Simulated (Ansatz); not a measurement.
Basis-set extrapolation for C$_{7}$H$_{6}$O, SMILES `O=Cc1ccccc1` (PBE0-D4/def2-TZVP geometry, frozen core, Ansatz 0.2.0). Multiplicity 1, RHF reference.

```csv
,def2-TZVPP,def2-QZVPP
HF,-343.560390,-343.574786
MP2 correlation,-1.319417,-1.407133
CCSD(T) correlation,-1.411926,not run
```

Energies in hartree. Use E(X) = E(∞) + A·exp(−7.88·√X) for Hartree–Fock and E(X) = E(∞) + B·X^(−2.97) for correlation, with X = 3 and 4, and add CCSD(T) minus MP2 of the smaller set to the MP2 limit.

Question: What is the CCSD(T) energy at the basis-set limit?

Answer: HF limit: -343.574786 + (-0.014396) × 0.13774 = -343.57677. MP2 limit: -1.407133 + (-0.087716) × 0.74074 = -1.47211. Higher-order term: -1.411926 − (-1.319417) = -0.09251. Total: -345.14139 hartree, 443.9 kJ/mol below CCSD(T)/def2-TZVPP.
